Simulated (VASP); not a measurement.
**Al: single point with PBE+D3(BJ)**

Slab: Al, a slab with vacuum.

```
Al
1.0
     5.72757    0.00000    0.00000
     2.86378    4.96022    0.00000
     0.00000    0.00000   16.67654
Al
12
Cartesian
  1.4319 0.8267 1.0000
  4.2957 0.8267 1.0000
  2.8638 3.3068 1.0000
  5.7276 3.3068 1.0000
  0.1639 1.4409 3.4021
  2.7657 1.6195 3.3609
  1.2261 3.9528 3.4831
  4.1004 3.9064 3.5875
  -0.3775 -0.1757 5.7320
  2.7919 0.1327 5.7213
  1.2559 2.4861 5.7822
  4.3130 2.4765 5.6740
```

The cell was built by a generator and needn't be a form met in nature.

| Item | Value |
| --- | --- |
| Program | VASP 6.6.1 |
| Task | single point |
| Functional | PBE |
| Dispersion | D3(BJ) |
| Potentials or basis | VASP PAW PBE potentials, release 64 (Al) |
| Cutoff | 520 eV |
| k mesh | 3 × 3 × 1 |
| Occupations | fermi-dirac, width 0.15 eV |
| Spin | no spin polarisation |
| Dipole correction | no |
| Further INCAR settings | ALGO = Normal; EDIFF = 1e-07; NBANDS = 30 |

The largest force is 1.332 eV/Å. The band gap on the k mesh is none (metal or under the smearing width). The dispersion energy per atom is -0.226 eV.

Forces on the atoms (eV/Å):
```
Al   0.017 -0.020  0.196
Al  -0.014 -0.007  0.405
Al  -0.043 -0.011  0.332
Al  -0.021 -0.094  0.343
Al  -1.124  0.018 -0.304
Al   0.642 -0.463 -0.296
Al  -0.039  0.560 -0.706
Al   0.380  0.560 -1.148
Al   1.164  0.462  0.194
Al  -0.819 -0.233  0.114
Al   0.136 -0.539  0.245
Al  -0.279 -0.235  0.622
```

Levels at points of the mesh, in eV from the Fermi level:
```tsv
k point	band 14	band 15	band 16	band 17	band 18	band 19	band 20	band 21	band 22	band 23
(0.00, 0.00, 0.00)	-2.57	-2.46	-2.34	-0.44	-0.34	-0.22	-0.16	0.00	0.11	0.54
```

Run time: 91 s on 1 thread of Intel(R) Xeon(R) 6975P-C (Granite Rapids), with other jobs on the host, peak memory 0.54 GiB.

Caveat: the k mesh is coarse (spacing up to 0.42 Å⁻¹), so the values aren't converged.
